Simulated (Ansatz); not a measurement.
# Cs: one crystal by all-electron and frozen-core methods

Aim: solve Cs at one geometry with all-electron LAPW, PAW with frozen cores and all-electron PAW on datasets made for the crystal, and see where they agree. The cell is first relaxed from a guess with PAW; it needn't be the stable phase of this composition.

This is Cs in the diamond structure; at room conditions it is bcc.

Program: Ansatz 0.2.0. Level of theory: DFT PBE, scalar-relativistic. These are calculated values, not measurements.

### 1 The system as given

The structure is cubic, space group Fd-3m (No. 227). Conventional cell: a = 6.439 Å, b = 6.439 Å, c = 6.439 Å, α = 90.00°, β = 90.00°, γ = 90.00°. Cs (site symmetry -43m) has 4 Cs at 2.79 Å as nearest neighbours.

Structure file:

```cif
data_structure
_symmetry_space_group_name_H-M 'P 1'
_symmetry_Int_Tables_number 1
_cell_length_a 4.5531
_cell_length_b 4.5531
_cell_length_c 4.5531
_cell_angle_alpha 60.000
_cell_angle_beta 60.000
_cell_angle_gamma 60.000
_cell_volume 66.74
loop_
_atom_site_label
_atom_site_type_symbol
_atom_site_fract_x
_atom_site_fract_y
_atom_site_fract_z
_atom_site_occupancy
Cs1 Cs 0.00000 0.00000 0.00000 1
Cs2 Cs 0.25000 0.25000 0.25000 1
```

Atoms are numbered in the order of the input: Cs1, Cs2.

### 2 Cell and atoms relaxed first

File input.yaml:

```yaml
crystal:
  lattice:
    - [0.0, 3.2195088072, 3.2195088072]
    - [3.2195088072, 0.0, 3.2195088072]
    - [3.2195088072, 3.2195088072, 0.0]
  atoms:
    - { symbol: Cs, position: [0.0, 0.0, 0.0] }
    - { symbol: Cs, position: [0.25, 0.25, 0.25] }
kpoints:
  mp_grid: { grid: [11, 11, 11] }
scf:
  occupations: { method: fermi_dirac, width: 0.05 }
hamiltonian:
  xc: pbe
  pseudopotentials: { kind: paw }
output:
  forces: true
  stress: true
relax:
  f_tol: 0.005
  max_steps: 80
  cell: {}
```

Command:

```bash
> ansatz run input.yaml --threads 1 --pin off --max-ram 2048MiB --backend cpu --events-out ev --progress --plain --runs-dir out
```

After this run come: All-electron LAPW; PAW with frozen cores; All-electron PAW on datasets made for the crystal.

What does the calculation give? Wanted: pressure; gap; Bader charges.

**Answer**, as computed:

| quantity | value |
| --- | --- |
| pressure | LAPW 0.00, PAW 0.00, crystal datasets 0.00 GPa |
| gap (LAPW) | none |
| Bader charges (PAW) | Cs1 +0.00 e |

In words: The pressure is within half a GPa of zero, so the volume is close to equilibrium at this level. Bands cross the Fermi level: the crystal is a metal at this level. Within 0.3 eV of the Fermi level the largest projected share is Cs 6s (99 %). The projection holds only the free atom's occupied shells (Cs 6s in this range). In pressure, PAW differs from LAPW by less than 0.01 GPa. Spin-orbit coupling is left out, though the cell holds Cs; in elements this heavy it can shift bands and gaps by tenths of an eV.
